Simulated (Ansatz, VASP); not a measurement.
NaCl: VASP beside Ansatz

File INCAR:

```
PREC = Accurate
ENCUT = 520
EDIFF = 1E-6
ISMEAR = -1
SIGMA = 0.05
LREAL = False
LASPH = True
NELM = 100
ALGO = Normal
ISIF = 2
LWAVE = False
LCHARG = False
GGA = PE
NBANDS = 14
```

Contents of KPOINTS:

```
Automatic mesh
0
Gamma
  8 8 8
```

POSCAR

```
NaCl
1.0
    0.0000000000      2.8488626834      2.8488626834
    2.8488626834      0.0000000000      2.8488626834
    2.8488626834      2.8488626834      0.0000000000
Cl Na
1 1
Direct
    0.5000000000      0.5000000000      0.5000000000
    0.0000000000      0.0000000000      0.0000000000
```

input.yaml

```yaml
crystal:
  lattice:
    - [0.0, 2.8488626834, 2.8488626834]
    - [2.8488626834, 0.0, 2.8488626834]
    - [2.8488626834, 2.8488626834, 0.0]
  atoms:
    - { symbol: Cl, position: [0.5, 0.5, 0.5] }
    - { symbol: Na, position: [0.0, 0.0, 0.0] }
kpoints:
  mp_grid: { grid: [8, 8, 8] }
scf:
  occupations: { method: fermi_dirac, width: 0.05 }
hamiltonian:
  xc: pbe
  pseudopotentials: { kind: all_electron, lapw: { basis_error: 0.0005 } }
output:
  forces: true
  stress: true
  eigenvalues: true
```

Change from the starting cell: volume scaled by 1.06.

Alike in both runs: task single point; functional PBE; k mesh 8 × 8 × 8; occupations fermi-dirac, width 0.05 eV; no spin polarisation.

```csv
,VASP,Ansatz
version,VASP 6.6.1,Ansatz 0.2.0
potentials or method,"VASP PAW PBE potentials, release 64 (Cl, Na_pv)","all-electron LAPW, scalar-relativistic"
plane-wave cutoff (eV),520,see its input
```

```tsv
	VASP	Ansatz	Ansatz less VASP
gap on the k mesh at the Fermi level (eV)	4.99	4.99	+0.001
least direct gap on the mesh (eV)	4.99	4.99	+0.001
pressure (GPa)	0.0	0.0	+0.04
```

Ansatz ran all-electron here, so the differences hold the error of VASP's frozen core and of both bases.

A k mesh can miss the band edges.
